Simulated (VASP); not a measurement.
The system is GaS.

```xyz
8
Lattice="3.5850 0.0000 0.0000 -1.7925 3.1047 0.0000 0.0000 0.0000 15.5000" Properties=species:S:1:pos:R:3 pbc="T T T"
Ga    0.0000    2.0698    2.6350
Ga    1.7925    1.0349   10.3850
Ga    0.0000    2.0698    5.1150
Ga    1.7925    1.0349   12.8650
S     0.0000    2.0698    9.3000
S     1.7925    1.0349    1.5500
S     0.0000    2.0698   13.9500
S     1.7925    1.0349    6.2000
```

- Program: VASP 6.6.1
- Task: relaxation of cell and atoms
- Functional: LDA
- Potentials or basis: VASP PAW LDA potentials, release 64 (Ga_d, S)
- Cutoff: 600 eV
- k mesh: 9 × 9 × 2
- Occupations: gaussian, width 0.03 eV
- Spin: no spin polarisation

At the start: pressure -2.9 GPa; volume 21.57 Å³/atom.

Q: Where does the relaxation end?

A: Over 10 steps the energy falls by 9.6 meV/atom and the volume is 20.65 Å³/atom (-4.2 %); space group P6_3/mmc (No. 194, to 0.05 Å).

Step by step:
```
step  energy change (eV)  largest force (eV/Å)  pressure (GPa)  volume (Å³)
   1              0.0000                0.2448           -2.89       172.52
   2             -0.0587                0.2687            1.52       162.99
   3             -0.0713                0.2374            0.06       165.69
   4             -0.0760                0.0698            0.04       165.22
   5             -0.0764                0.0279            0.02       165.33
   6             -0.0767                0.0081           -0.08       165.39
   7             -0.0767                0.0021           -0.09       165.41
   8             -0.0768                0.0077            0.06       165.16
   9             -0.0768                0.0046           -0.09       165.24
  10             -0.0768                0.0061            0.04       165.20
```

Final structure:
```xyz
8
Lattice="3.5360 0.0000 0.0000 -1.7680 3.0623 0.0000 0.0000 0.0000 15.2563" Properties=species:S:1:pos:R:3 pbc="T T T"
Ga    0.0000    2.0415    2.6082
Ga    1.7680    1.0208   10.2363
Ga    0.0000    2.0415    5.0200
Ga    1.7680    1.0208   12.6481
S     0.0000    2.0415    9.1565
S     1.7680    1.0208    1.5283
S     0.0000    2.0415   13.7280
S     1.7680    1.0208    6.0998
```
